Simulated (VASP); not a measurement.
# C (a cell with a defect) in VASP: relaxation of the atoms with PBE

Aim: the relaxation of the atoms of C (a cell with a defect) with PBE.

Program: VASP 6.6.1. These are calculated values, not measurements. Logs are shortened: lines on timing, memory, paths and dates and some standing lists are left out, and cuts for length are marked.

## (1) Starting point

The cell holds a defect, 63 atoms: a = 7.144 Å, b = 7.144 Å, c = 7.144 Å, α = 90.00°, β = 90.00°, γ = 90.00°.

The cell was built by a generator and needn't be a form met in nature.

## (2) Relaxation of the atoms, PBE, collinear spin, ferromagnetic start

INCAR

```
SYSTEM = C
PREC = Accurate
ENCUT = 450
EDIFF = 1E-7
ISMEAR = -1
SIGMA = 0.05
LREAL = .False.
LASPH = .True.
NELM = 80
ALGO = Normal
ISIF = 2
LWAVE = .False.
LCHARG = .False.
ISPIN = 2
MAGMOM = 0.5 0.5 0.5 0.5 0.5 0.5 0.5 0.5 0.5 0.5 0.5 0.5 0.5 0.5 0.5 0.5 0.5 0.5 0.5 0.5 0.5 0.5 0.5 0.5 0.5 0.5 0.5 0.5 0.5 0.5 0.5 0.5 0.5 0.5 0.5 0.5 0.5 0.5 0.5 0.5 0.5 0.5 0.5 0.5 0.5 0.5 0.5 0.5 0.5 0.5 0.5 0.5 0.5 0.5 0.5 0.5 0.5 0.5 0.5 0.5 0.5 0.5 0.5
LORBIT = 11
NUPDOWN = 3
GGA = PE
IBRION = 2
NSW = 60
EDIFFG = -0.01
NELECT = 253
```

KPOINTS

```
regular mesh
0
Gamma
  2 2 2
  0 0 0
```

POSCAR

```
C
1.0
    7.1440000000      0.0000000000      0.0000000000
    0.0000000000      7.1440000000      0.0000000000
    0.0000000000      0.0000000000      7.1440000000
C
63
Direct
    0.7500000000      0.2500000000      0.0000000000
    0.7500000000      0.0000000000      0.2500000000
    0.0000000000      0.0000000000      0.0000000000
    0.2500000000      0.2500000000      0.0000000000
    0.5000000000      0.5000000000      0.0000000000
    0.7500000000      0.7500000000      0.0000000000
    0.2500000000      0.0000000000      0.2500000000
    0.5000000000      0.2500000000      0.2500000000
    0.7500000000      0.5000000000      0.2500000000
    0.5000000000      0.0000000000      0.5000000000
    0.7500000000      0.2500000000      0.5000000000
    0.7500000000      0.0000000000      0.7500000000
    0.0000000000      0.5000000000      0.0000000000
    0.2500000000      0.7500000000      0.0000000000
    0.0000000000      0.2500000000      0.2500000000
    0.2500000000      0.5000000000      0.2500000000
    0.5000000000      0.7500000000      0.2500000000
    0.0000000000      0.0000000000      0.5000000000
    0.2500000000      0.2500000000      0.5000000000
    0.5000000000      0.5000000000      0.5000000000
    0.7500000000      0.7500000000      0.5000000000
    0.2500000000      0.0000000000      0.7500000000
    0.5000000000      0.2500000000      0.7500000000
    0.7500000000      0.5000000000      0.7500000000
    0.0000000000      0.7500000000      0.2500000000
    0.0000000000      0.5000000000      0.5000000000
    0.2500000000      0.7500000000      0.5000000000
    0.0000000000      0.2500000000      0.7500000000
    0.2500000000      0.5000000000      0.7500000000
    0.5000000000      0.7500000000      0.7500000000
    0.0000000000      0.7500000000      0.7500000000
    0.6250000000      0.1250000000      0.1250000000
    0.8750000000      0.3750000000      0.1250000000
    0.8750000000      0.1250000000      0.3750000000
    0.1250000000      0.1250000000      0.1250000000
    0.3750000000      0.3750000000      0.1250000000
    0.6250000000      0.6250000000      0.1250000000
    0.8750000000      0.8750000000      0.1250000000
    0.3750000000      0.1250000000      0.3750000000
    0.6250000000      0.3750000000      0.3750000000
    0.8750000000      0.6250000000      0.3750000000
    0.6250000000      0.1250000000      0.6250000000
    0.8750000000      0.3750000000      0.6250000000
    0.8750000000      0.1250000000      0.8750000000
    0.1250000000      0.6250000000      0.1250000000
    0.3750000000      0.8750000000      0.1250000000
    0.1250000000      0.3750000000      0.3750000000
    0.3750000000      0.6250000000      0.3750000000
    0.6250000000      0.8750000000      0.3750000000
    0.1250000000      0.1250000000      0.6250000000
    0.3750000000      0.3750000000      0.6250000000
    0.6250000000      0.6250000000      0.6250000000
    0.8750000000      0.8750000000      0.6250000000
    0.3750000000      0.1250000000      0.8750000000
    0.6250000000      0.3750000000      0.8750000000
    0.8750000000      0.6250000000      0.8750000000
    0.1250000000      0.8750000000      0.3750000000
    0.1250000000      0.6250000000      0.6250000000
    0.3750000000      0.8750000000      0.6250000000
    0.1250000000      0.3750000000      0.8750000000
    0.3750000000      0.6250000000      0.8750000000
    0.6250000000      0.8750000000      0.8750000000
    0.1250000000      0.8750000000      0.8750000000
```

Potentials or basis: VASP PAW PBE potentials, release 64 (C).

Run with:

```bash
$ cat potpaw_PBE.64/C/POTCAR > POTCAR
$ mpirun -np 1 vasp_std > vasp.out
```

OUTCAR:

```text
SYSTEM = C
   PREC = Accurate
   ENCUT = 450
   EDIFF = 1E-7
   ISMEAR = -1
   LREAL = .False.
   LASPH = .True.
   NELM = 80
   ISIF = 2
   ISPIN = 2
   LORBIT = 11
   NUPDOWN = 3
   GGA = PE
   IBRION = 2
   NSW = 60
   EDIFFG = -0.01
   NELECT = 253

 ion  position               nearest neighbor table
   1  0.750  0.250  0.000-  32 1.55  33 1.55  44 1.55  55 1.55
   2  0.750  0.000  0.250-  32 1.55  34 1.55  38 1.55  49 1.55
   3  0.000  0.000  0.000-  35 1.55  38 1.55  44 1.55  63 1.55
   4  0.250  0.250  0.000-  35 1.55  36 1.55  54 1.55  60 1.55
   5  0.500  0.500  0.000-  36 1.55  37 1.55  55 1.55  61 1.55
   6  0.750  0.750  0.000-  37 1.55  38 1.55  56 1.55  62 1.55
[... 43 lines left out ...]
  50  0.125  0.125  0.625-  18 1.55  19 1.55  22 1.55  28 1.55
  51  0.375  0.375  0.625-  19 1.55  20 1.55  23 1.55  29 1.55
  52  0.625  0.625  0.625-  20 1.55  21 1.55  24 1.55  30 1.55
  53  0.875  0.875  0.625-  12 1.55  18 1.55  21 1.55  31 1.55
  54  0.375  0.125  0.875-   4 1.55  22 1.55  23 1.55
  55  0.625  0.375  0.875-   1 1.55   5 1.55  23 1.55  24 1.55
  56  0.875  0.625  0.875-   6 1.55  13 1.55  24 1.55  31 1.55
  57  0.125  0.875  0.375-   7 1.55  18 1.55  25 1.55  27 1.55
  58  0.125  0.625  0.625-  26 1.55  27 1.55  29 1.55  31 1.55
  59  0.375  0.875  0.625-  10 1.55  22 1.55  27 1.55  30 1.55
  60  0.125  0.375  0.875-   4 1.55  13 1.55  28 1.55  29 1.55
  61  0.375  0.625  0.875-   5 1.55  14 1.55  29 1.55  30 1.55
  62  0.625  0.875  0.875-   6 1.55  12 1.55  30 1.55
  63  0.125  0.875  0.875-   3 1.55  14 1.55  22 1.55  31 1.55

  LATTYP: Found a simple cubic cell.
 ALAT       =     7.1440000000

  Lattice vectors:

 A1 = (   7.1440000000,   0.0000000000,   0.0000000000)
 A2 = (   0.0000000000,   7.1440000000,   0.0000000000)
 A3 = (   0.0000000000,   0.0000000000,   7.1440000000)

Analysis of symmetry for initial positions (statically):
=====================================================================
 Subroutine PRICEL returns:
 Original cell was already a primitive cell.

 Routine SETGRP: Setting up the symmetry group for a
 simple cubic supercell.

 Subroutine GETGRP returns: Found 24 space group operations
 (whereof  8 operations were pure point group operations)
 out of a pool of 48 trial point group operations.

The static configuration has the point symmetry D_2d.
 The point group associated with its full space group is T_d .

Analysis of symmetry for dynamics (positions and initial velocities):
=====================================================================
 Subroutine PRICEL returns:
 Original cell was already a primitive cell.

 Routine SETGRP: Setting up the symmetry group for a
 simple cubic supercell.

 Subroutine GETGRP returns: Found 24 space group operations
 (whereof  8 operations were pure point group operations)
 out of a pool of 48 trial point group operations.

The dynamic configuration has the point symmetry D_2d.
 The point group associated with its full space group is T_d .

Analysis of structural, dynamic, and magnetic symmetry:
=====================================================================
 Subroutine PRICEL returns:
 Original cell was already a primitive cell.

 Routine SETGRP: Setting up the symmetry group for a
 simple cubic supercell.

 Subroutine GETGRP returns: Found 24 space group operations
 (whereof  8 operations were pure point group operations)
 out of a pool of 48 trial point group operations.

The overall configuration has the point symmetry D_2d.
 The point group associated with its full space group is T_d .

 Subroutine INISYM returns: Found 24 space group operations
 (whereof  8 operations are pure point group operations),
 and found     1 'primitive' translations

----------------------------------------------------------------------------------------

                                     Primitive cell
[... 211 lines left out ...]
     AMIX     =   0.40;   BMIX     =  1.00
     AMIX_MAG =   1.60;   BMIX_MAG =  1.00
  volume/ion in A,a.u.               =       5.79        39.06
  Fermi-wavevector in a.u.,A,eV,Ry     =   1.449351  2.738876 28.580645  2.100618
  Thomas-Fermi vector in A             =   2.567088
   LORBIT       =     11    0 simple, 1 ext, 2 COOP (PROOUT), +10 PAW based schemes
   GGA     = PE    functional components
   LHFCALC =     F    Hartree Fock is set to
   AEXX    =    0.0000 exact exchange contribution
   IVDW    =     0    specifies the selected vdW correction
   LEPSILON=     F    determine dielectric tensor
   LRPA    =     F    only Hartree local field effects (RPA)
 conjugate gradient relaxation of ions
 spin polarized calculation
  energy-cutoff  :      450.00
  volume of cell :      364.61
 maximum number of plane-waves:      7920
 NGX is ok and might be reduce to    50
   NGX = 25   NGY = 25   NGZ = 25

--------------------------------------- Ionic step        1  -------------------------------------------

 number of electron     252.9999944 magnetization      11.6114426

 number of electron     252.9999946 magnetization       2.9995925

 Free energy of the ion-electron system (eV)
  ---------------------------------------------------
  ext. energy  EPLUGINS =         0.00000000
  ---------------------------------------------------
  free energy    TOTEN  =      -555.09514045 eV

  energy without entropy =     -555.09514045  energy(sigma->0) =     -555.09514045

------------------------ aborting loop because EDIFF is reached ----------------------------------------

  FORCE on cell =-STRESS in cart. coord.  units (eV):
  Direction    XX          YY          ZZ          XY          YZ          ZX
  --------------------------------------------------------------------------------------
  -------------------------------------------------------------------------------------
  Total       11.5439854     11.5439854     11.5439854      0.0000000      0.0000000      0.0000000
  in kB       50.7273312     50.7273312     50.7273312      0.0000000      0.0000000      0.0000000
  external PRESSURE =      50.7273312 kB  Pullay stress =       0.0000000 kB
[... 272 lines left out ...]
  FREE ENERGIE OF THE ION-ELECTRON SYSTEM (eV)
  ---------------------------------------------------
  free  energy   TOTEN  =      -555.5485951175 eV

  energy  without entropy=     -555.5485951175  energy(sigma->0) =     -555.54859512

[... ionic steps 4 to 8 ...]

--------------------------------------- Ionic step        9  -------------------------------------------

 number of electron     252.9999959 magnetization       3.0000003

------------------------ aborting loop because EDIFF is reached ----------------------------------------
[... 189 lines left out ...]
--------------------------------------- Ionic step       11  -------------------------------------------

 number of electron     252.9999959 magnetization       3.0000003

 Free energy of the ion-electron system (eV)
  ---------------------------------------------------
  ext. energy  EPLUGINS =         0.00000000
  ---------------------------------------------------
  free energy    TOTEN  =      -555.66605075 eV

  energy without entropy =     -555.66605075  energy(sigma->0) =     -555.66605075

 E-fermi :  10.2899     XC(G=0): -13.1560

 val. band max:       10.9399566393   @ k =   0.0000   0.0000   0.0000
 cond. band min:      11.6426416895   @ k =   0.5000   0.5000   0.0000
 fundamental gap:      0.7026850501
 Fermi energy:        12.1351042460

 spin component 1

 k-point     1 :       0.0000    0.0000    0.0000
  band No.  band energies     occupation
      1     -12.0104      1.00000
      2      -9.8272      1.00000
      3      -9.8272      1.00000
      4      -9.7757      1.00000
      5      -9.7757      1.00000
      6      -9.7757      1.00000
[... 553 lines left out ...]
    137      15.3704      0.00000
    138      15.3704      0.00000
 Fermi energy:        10.2898651108

 spin component 2

 k-point     1 :       0.0000    0.0000    0.0000
  band No.  band energies     occupation
      1     -11.9696      1.00000
      2      -9.7993      1.00000
      3      -9.7993      1.00000
      4      -9.7252      1.00000
      5      -9.7252      1.00000
      6      -9.7252      1.00000
[... 553 lines left out ...]
    137      15.4211      0.00000
    138      15.4211      0.00000
 [bands above 138 left out]

------------------------ aborting loop because EDIFF is reached ----------------------------------------

  FORCE on cell =-STRESS in cart. coord.  units (eV):
  Direction    XX          YY          ZZ          XY          YZ          ZX
  --------------------------------------------------------------------------------------
  -------------------------------------------------------------------------------------
  Total       15.0619342     15.0619342     15.0619342      0.0000000      0.0000000     -0.0000000
  in kB       66.1861304     66.1861304     66.1861304      0.0000000      0.0000000     -0.0000000
  external PRESSURE =      66.1861304 kB  Pullay stress =       0.0000000 kB
[... 78 lines left out ...]
  FREE ENERGIE OF THE ION-ELECTRON SYSTEM (eV)
  ---------------------------------------------------
  free  energy   TOTEN  =      -555.6660507525 eV

  energy  without entropy=     -555.6660507525  energy(sigma->0) =     -555.66605075

 reached required accuracy - stopping structural energy minimisation

 total charge

# of ion       s       p       d       tot
------------------------------------------
    1        0.832   1.753   0.000   2.585
    2        0.832   1.753   0.000   2.585
    3        0.832   1.750   0.000   2.582
    4        0.832   1.753   0.000   2.585
    5        0.832   1.750   0.000   2.582
    6        0.832   1.753   0.000   2.585
[... 55 lines left out ...]
   62        0.841   1.719   0.000   2.561
   63        0.832   1.745   0.000   2.577
--------------------------------------------------
tot         52.477 109.987   0.000 162.464

 magnetization (x)

# of ion       s       p       d       tot
------------------------------------------
    1       -0.002  -0.006   0.000  -0.007
    2       -0.002  -0.006   0.000  -0.007
    3       -0.001  -0.002   0.000  -0.003
    4       -0.002  -0.006   0.000  -0.007
    5       -0.001  -0.002   0.000  -0.003
    6       -0.002  -0.006   0.000  -0.007
[... 55 lines left out ...]
   62        0.045   0.323   0.000   0.368
   63        0.002   0.010   0.000   0.012
--------------------------------------------------
tot          0.245   1.633   0.000   1.878
```

Wall time 65 min (1 thread of Intel Xeon 6975P-C (Granite Rapids), shared host); peak memory 0.6 GiB.

What came out:

```yaml
Free_energy: -555.6661 eV
Energy_gained_by_relaxing: 9.1 meV/atom
Ionic_steps: 11
Largest_force_after_relaxing: 0.008 eV/Å
Net_moment: 3.00 μB per cell
Site_moments: C -0.01, -0.00, +0.01, +0.37, +0.03 μB
Valence_electrons_inside_the_program's_atomic_spheres: C 2.58, 2.60, 2.56
```

Forces in eV/Å, atoms in the order of the input:
```
C    0.001  0.001 -0.001
C    0.001 -0.001  0.001
C    0.000  0.000  0.000
C   -0.001  0.001  0.001
C    0.000  0.000  0.000
C    0.001 -0.001  0.001
C   -0.001  0.001  0.001
C   -0.001  0.001  0.001
C    0.003 -0.003  0.003
C    0.000  0.000  0.000
C    0.003  0.003 -0.003
C    0.001  0.001 -0.001
C    0.000  0.000  0.000
C   -0.001 -0.001 -0.001
C   -0.003  0.003  0.003
C   -0.003  0.003  0.003
C    0.001 -0.001  0.001
C    0.000  0.000  0.000
C   -0.003  0.003  0.003
C    0.000  0.000  0.000
C    0.003 -0.003  0.003
C   -0.001 -0.001 -0.001
C    0.001  0.001 -0.001
C    0.003  0.003 -0.003
C    0.003 -0.003  0.003
C    0.000  0.000  0.000
C   -0.003 -0.003 -0.003
C    0.003  0.003 -0.003
C   -0.003 -0.003 -0.003
C   -0.001 -0.001 -0.001
C   -0.003 -0.003 -0.003
C    0.000  0.000  0.000
C    0.004  0.004 -0.006
C    0.004 -0.006  0.004
C    0.002 -0.001 -0.001
C    0.001 -0.002 -0.001
C   -0.001  0.002 -0.001
C   -0.002  0.001 -0.001
C    0.001 -0.001 -0.002
C   -0.006  0.004  0.004
C    0.003 -0.003  0.003
C   -0.001 -0.001  0.002
C    0.003  0.003 -0.003
C   -0.002 -0.001  0.001
C   -0.004 -0.004 -0.006
C    0.000  0.000  0.000
C   -0.003  0.003  0.003
C    0.006 -0.004  0.004
C   -0.001  0.001 -0.002
C   -0.004 -0.006 -0.004
C    0.006  0.004 -0.004
C   -0.006 -0.004 -0.004
C    0.004  0.006 -0.004
C    0.000  0.000  0.000
C   -0.001 -0.002  0.001
C    0.004 -0.004  0.006
C   -0.004  0.006  0.004
C   -0.003 -0.003 -0.003
C    0.001  0.001  0.002
C   -0.004  0.004  0.006
C    0.001  0.002  0.001
C    0.000  0.000  0.000
C    0.002  0.001  0.001
```

Step by step:
| step | energy change (eV) | largest force (eV/Å) | pressure (GPa) |
| --- | --- | --- | --- |
| 1 | 0.0000 | 2.3772 | 5.07 |
| 2 | -0.0956 | 1.7653 | 7.05 |
| 3 | -0.4535 | 0.6303 | 5.92 |
| 4 | -0.5227 | 0.4158 | 6.75 |
| 5 | -0.5506 | 0.2092 | 6.44 |
| 6 | -0.5605 | 0.2380 | 6.69 |
| 7 | -0.5681 | 0.1175 | 6.58 |
| 8 | -0.5701 | 0.1087 | 6.63 |
| 9 | -0.5707 | 0.0336 | 6.61 |
| 10 | -0.5709 | 0.0105 | 6.62 |
| 11 | -0.5709 | 0.0080 | 6.62 |

Final structure:
```xyz
63
Lattice="7.1440 0.0000 0.0000 0.0000 7.1440 0.0000 0.0000 0.0000 7.1440" Properties=species:S:1:pos:R:3 pbc="T T T"
C     5.3494    1.7774    0.0077
C     5.3494    0.0077    1.7774
C     0.0000    0.0000    0.0000
C     1.7946    1.7774    7.1363
C     3.5720    3.5720    0.0000
C     5.3494    5.3666    7.1363
C     1.7946    7.1363    1.7774
C     3.5797    1.7774    1.7774
C     5.3556    3.5745    1.7836
C     3.5720    0.0000    3.5720
C     5.3556    1.7836    3.5745
C     5.3494    7.1363    5.3666
C     0.0000    3.5720    0.0000
C     1.7946    5.3666    0.0077
C     0.0025    1.7836    1.7836
C     1.7884    3.5695    1.7836
C     3.5643    5.3666    1.7774
C     0.0000    0.0000    3.5720
C     1.7884    1.7836    3.5695
C     3.5720    3.5720    3.5720
C     5.3556    5.3604    3.5695
C     1.7946    0.0077    5.3666
C     3.5643    1.7774    5.3666
C     5.3556    3.5695    5.3604
C     7.1415    5.3604    1.7836
C     0.0000    3.5720    3.5720
C     1.7884    5.3604    3.5745
C     7.1415    1.7836    5.3604
C     1.7884    3.5745    5.3604
C     3.5797    5.3666    5.3666
C     0.0025    5.3604    5.3604
C     4.5241    0.9521    0.9521
C     6.2558    2.6838    0.8902
C     6.2558    0.8902    2.6838
C     0.8986    0.8895    0.8895
C     2.6825    2.6734    0.8895
C     4.4615    4.4706    0.8895
C     6.2454    6.2545    0.8895
C     2.6825    0.8895    2.6734
C     4.4622    2.6838    2.6838
C     6.2492    4.4668    2.6772
C     4.4615    0.8895    4.4706
C     6.2492    2.6772    4.4668
C     6.2454    0.8895    6.2545
C     0.8882    4.4602    0.8902
C     2.6199    6.1919    0.9521
C     0.8948    2.6772    2.6772
C     2.6818    4.4602    2.6838
C     4.4615    6.2545    2.6734
C     0.8882    0.8902    4.4602
C     2.6818    2.6838    4.4602
C     4.4622    4.4602    4.4602
C     6.2558    6.2538    4.4602
C     2.6199    0.9521    6.1919
C     4.4615    2.6734    6.2545
C     6.2558    4.4602    6.2538
C     0.8882    6.2538    2.6838
C     0.8948    4.4668    4.4668
C     2.6825    6.2545    4.4706
C     0.8882    2.6838    6.2538
C     2.6825    4.4706    6.2545
C     4.5241    6.1919    6.1919
C     0.8986    6.2545    6.2545
```

Caveat: the k mesh is coarse (spacing up to 0.44 Å⁻¹), so the values aren't converged; the cell is charged against a uniform background, so pressure and absolute levels hang on convention; the cutoff is under 1.25 times the usual one of these potentials, so pressure, stress and relaxed cells hold a basis-set (Pulay) error; the moment is held away from its start; the total moment is fixed, so each spin has its own Fermi level.
